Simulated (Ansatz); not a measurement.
# CuI (Marshite): the cost of one run

Code: Ansatz 0.2.0. PAW datasets, plane waves, zero pressure. Calculated at 0 K for a non-magnetic cell.

The COD entry's cell or inner coordinates are ideal or old and differ from later refinements, so a difference from it is no clean test against experiment.

## 1. Starting point

The symmetry is F-43m (No. 216, cubic); conventional cell a = 6.063 Å, 27.86 Å³ an atom. Near Cu stand 4 I at 2.63 Å; near I stand 4 Cu at 2.63 Å.

The structure in full:

Space group F-43m (No. 216). a = 6.063 Å, b = 6.063 Å, c = 6.063 Å, α = 90.00°, β = 90.00°, γ = 90.00°
```
atom  site  symmetry       x       y       z
  Cu    4d      -43m  0.2500  0.2500  0.7500
   I    4a      -43m  0.0000  0.0000  0.0000
```

## 2. Relaxation with PBE

input.yaml reads:

```yaml
crystal:
  lattice:
    - [0.0, 3.0315, 3.0315]
    - [3.0315, 0.0, 3.0315]
    - [3.0315, 3.0315, 0.0]
  atoms:
    - { symbol: Cu, position: [0.25, 0.25, 0.25] }
    - { symbol: I, position: [0.0, 0.0, 0.0] }
kpoints:
  mp_grid: { grid: [6, 6, 6] }
hamiltonian:
  xc: pbe
scf:
  occupations: { method: fermi_dirac, width: 0.02 }
relax:
  f_tol: 0.005
  cell: {}
```

Started as:

```sh
$ ansatz run input.yaml --threads 2 --pin off --max-ram 4608MiB --backend cpu --events-out ev --progress --plain --runs-dir out
```

Q: Estimate wall time and peak memory on 2 threads of Arm Neoverse V1, shared host.

About 3.7 s, with a peak of 0.33 GiB.
